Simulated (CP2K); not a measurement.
**GaAs under changes of volume**

One of the cells (22.590 Å³/atom); the others are scaled copies at fixed shape and fractional positions:

```
As Ga
1.0
     3.99777    0.00000    0.00000
     1.99888    3.46217    0.00000
     1.99888    1.15406    3.26417
As Ga
1 1
Direct
  0.75000 0.75000 0.75000
  0.00000 0.00000 0.00000
```

| Item | Value |
| --- | --- |
| Program | CP2K 2026.2 |
| Functional | PBEsol |
| Potentials or basis | POTENTIAL_UZH As GTH-PBE-q5, Ga GTH-PBE-q13; TZVP-MOLOPT-PBE-GTH basis |
| Density cutoff | 6123 eV |
| k mesh | 8 × 8 × 8 |
| Occupations | fermi-dirac, width 0.05 eV |
| Spin | no spin polarisation |

| volume (Å³/atom) | energy over the lowest point (meV/atom) | pressure (GPa) | gap on the mesh (eV) |
| --- | --- | --- | --- |
| 21.234 | 38.00 | 7.0 | 0.84 |
| 21.686 | 21.15 | 5.0 | 0.68 |
| 22.138 | 9.56 | 3.2 | 0.53 |
| 22.590 | 2.68 | 1.7 | 0.38 |
| 23.041 | 0.00 | 0.3 | 0.23 |
| 23.493 | 1.05 | -1.0 | 0.09 |
| 23.945 | ? | ? | ? |

What does the run at 23.945 Å³/atom give?

Energy over the lowest point 5.32 meV/atom; pressure -2.0 GPa; gap on the mesh none.

Worked out: A Birch-Murnaghan fit of order 3 (a polynomial in V^(-2/3)) to the other rows has its minimum at 23.13 Å³/atom with B0 = V·E''(V) = 66 GPa and B' = 4.8. It gives 5.45 meV/atom at 23.945 Å³/atom, against the run's 5.32, and -dE/dV = -2.1 GPa, against -2.0.

Energies are extrapolated to zero smearing.

Caveats: the potentials were made for another functional, which shifts forces and pressure; the basis of atomic orbitals isn't converged, which shifts pressures, moduli and gaps.

A mesh can miss the band edges. Spin-orbit coupling on As, Ga is left out.

A gap of «none» marks a metal or a gap under the smearing width.
